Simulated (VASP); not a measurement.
TePb: single point with PBE

The system is TePb.

```
Pb Te
1.0
     0.00000    3.23100    3.23100
     3.23100    0.00000    3.23100
     3.23100    3.23100    0.00000
Pb Te
1 1
Direct
  0.00000 0.00000 0.00000
  0.50000 0.50000 0.50000
```

```yaml
Program: VASP 6.6.1
Task: single point
Functional: PBE
Potentials_or_basis: VASP PAW PBE potentials, release 64 (Pb_d, Te)
Cutoff: 520 eV
k_mesh: 7 × 7 × 7
Occupations: gaussian, width 0.029 eV
Spin: no spin polarisation
```

- Pressure: 2.1 GPa

Levels at points of the mesh, in eV from the Fermi level:
```
           k point  band 7  band 8  band 9  band 10  band 11  band 12  band 13  band 14
(0.00, 0.00, 0.00)   -5.65   -1.40   -1.40    -1.40     4.03     4.03     4.03     5.74
```

It took 21 s on 1 thread of Intel(R) Xeon(R) Platinum 8375C CPU @ 2.90GHz (Ice Lake) (shared host), peak memory 0.2 GiB.

Caveat: this odd mesh misses L, where the gap lies, so gap, dielectric constants and Born charges aren't listed. Spin-orbit coupling is left out, which matters for the levels of Pb, Te.
